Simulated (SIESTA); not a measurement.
The system is PbSe (Clausthalite).

```
Pb Se
1.0
     0.00000    3.06065    3.06065
     3.06065    0.00000    3.06065
     3.06065    3.06065    0.00000
Pb Se
1 1
Direct
  0.00000 0.00000 0.00000
  0.50000 0.50000 0.50000
```

- Program: SIESTA 5.4.2
- Task: relaxation of cell and atoms
- Functional: PBE
- Potentials or basis: PseudoDojo 0.4 standard (PBE files)
- Basis: DZP (energy shift 0.003 Ry; two zetas on semicore shells)
- Grid cutoff: 750 Ry
- Energy shift: 0.003 Ry
- k mesh: 6 × 6 × 6
- Occupations: fermi-dirac, width 0.05 eV
- Spin: no spin polarisation

At the start: pressure 3.7 GPa; volume 28.67 Å³/atom.

Problem. Where does the relaxation end?

Solution. Over 4 steps the energy falls by 22.9 meV/atom and the volume is 30.76 Å³/atom (+7.3 %); space group Fm-3m (No. 225, to 0.05 Å).

The path:
| step | energy change (eV) | largest force (eV/Å) | pressure (GPa) | volume (Å³) |
| --- | --- | --- | --- | --- |
| 1 | 0.0000 | 0.0000 | 3.70 | 57.34 |
| 2 | -0.0043 | 0.0000 | 3.50 | 57.53 |
| 3 | -0.0456 | 0.0000 | 0.21 | 61.21 |
| 4 | -0.0458 | 0.0000 | -0.02 | 61.53 |

Final structure:
```xyz
2
Lattice="0.0003 3.1335 3.1335 3.1335 0.0003 3.1335 3.1335 3.1335 0.0003" Properties=species:S:1:pos:R:3 pbc="T T T"
Pb    0.0000    0.0000    0.0000
Se    3.1337    3.1337    3.1337
```

Caveat: the basis of atomic orbitals isn't converged, which shifts pressures, moduli and gaps.
